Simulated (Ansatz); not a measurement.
Crystal: MoP.

```
Mo P
1.0
     3.22300    0.00000    0.00000
    -1.61150    2.79120    0.00000
     0.00000    0.00000    3.19100
Mo P
1 1
Cartesian
  0.0000 0.0000 0.0000
  0.0000 1.8608 1.5955
```

| Quantity | Value |
| --- | --- |
| Program | Ansatz 0.2.0 |
| Task | relaxation of cell and atoms |
| Functional | RPBE |
| Potentials or basis | all-electron LAPW, scalar-relativistic |
| Basis error allowed | 0.001 eV/atom |
| k mesh | 10 × 10 × 8 |
| Occupations | fermi-dirac, width 0.05 eV |
| Spin | no spin polarisation |

At the start: volume 14.35 Å³/atom.

Question: How do energy, volume and symmetry change on relaxing?

Answer: Over 5 steps the energy falls by 6.2 meV/atom and the volume is 14.72 Å³/atom (+2.6 %); space group P-6m2 (No. 187, to 0.05 Å).

The path:
```
step  energy change (eV)  largest force (eV/Å)  volume (Å³)
   1              0.0000                0.0000        28.71
   2             -0.0092                0.0000        29.69
   3             -0.0124                0.0000        29.46
   4             -0.0124                0.0000        29.44
   5             -0.0124                0.0000        29.44
```

Final structure:
```
CELL_PARAMETERS angstrom
3.25663 0.00000 0.00000
-1.62831 2.82032 0.00000
0.00000 0.00000 3.20556
ATOMIC_POSITIONS crystal
Mo 0.00000 0.00000 0.00000
P 0.33333 0.66667 0.50000
```
